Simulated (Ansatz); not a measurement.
**Ta3S: from a trial structure to a relaxed crystal**

Method: DFT PBE, scalar-relativistic, plane waves, PAW in Ansatz. Cutoff 420 eV, Γ-centred k mesh, Gaussian smearing, no spin polarisation in the final step.

This is the end of a relaxation of cell and atoms.

```
Ta S
1.0
     4.54111    0.00000    0.00000
    -2.27056    3.93272    0.00000
     0.00000    0.00000    4.55580
Ta S
3 1
Direct
  0.00000 0.00000 0.50000
  0.33333 0.66667 0.00000
  0.66667 0.33333 0.00000
  0.00000 0.00000 0.00000
```

Energies over the elements count from the elements' standard structures at the same level, with no empirical corrections.

Question: What space group does it have?

Answer: P6/mmm (No. 191). Conventional cell: a = 4.541 Å, c = 4.556 Å. Ta on Wyckoff site b (1 atom of the primitive cell) has 2 S at 2.28 Å; around Ta on Wyckoff site c (2 atoms of the primitive cell) lie 3 S at 2.62 Å and 3 Ta at 2.62 Å; S has 2 Ta at 2.28 Å and 6 Ta at 2.62 Å.

Question: How far does it lie from the elements in energy?

Answer: 0.91 eV/atom.

Question: Is it a metal?

Answer: Yes, bands cross the Fermi level on the 12×12×10 mesh.

The final run used a 12×12×10 mesh on its 4-atom cell and 0.10 eV smearing. For metals, differences of a few meV/atom aren't resolved. Spin–orbit coupling is left out. The cell came from a trial start, so Ta3S may not exist in this structure.

Cost: 3 runs of about 0.82 core-minutes in all, on Intel Xeon Platinum 8581C (Emerald Rapids) (shared hosts).